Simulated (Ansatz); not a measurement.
Crystal: TePb.

```
CELL_PARAMETERS angstrom
0.00000 3.23100 3.23100
3.23100 0.00000 3.23100
3.23100 3.23100 0.00000
ATOMIC_POSITIONS crystal
Pb 0.00000 0.00000 0.00000
Te 0.50000 0.50000 0.50000
```

Base run:

- Program: Ansatz 0.2.0
- Functional: PBEsol
- Potentials or basis: all-electron LAPW, scalar-relativistic
- Cutoff: 179 eV
- Density cutoff: 715 eV
- Basis error allowed: 0.001 eV/atom
- k mesh: 7 × 7 × 7
- Occupations: fermi-dirac, width 0.05 eV
- Spin: no spin polarisation

Its results: pressure -0.4 GPa.

Q: After a change of settings the same cell gave: pressure 3.7 GPa. Which change was it?
A. functional from PBEsol to PBE
B. functional from PBEsol to RPBE
C. functional from PBEsol to BLYP

A: B.

RPBE binds less tightly than PBEsol, so the same cell stands under more pressure.

Not every run made on this cell is shown here.
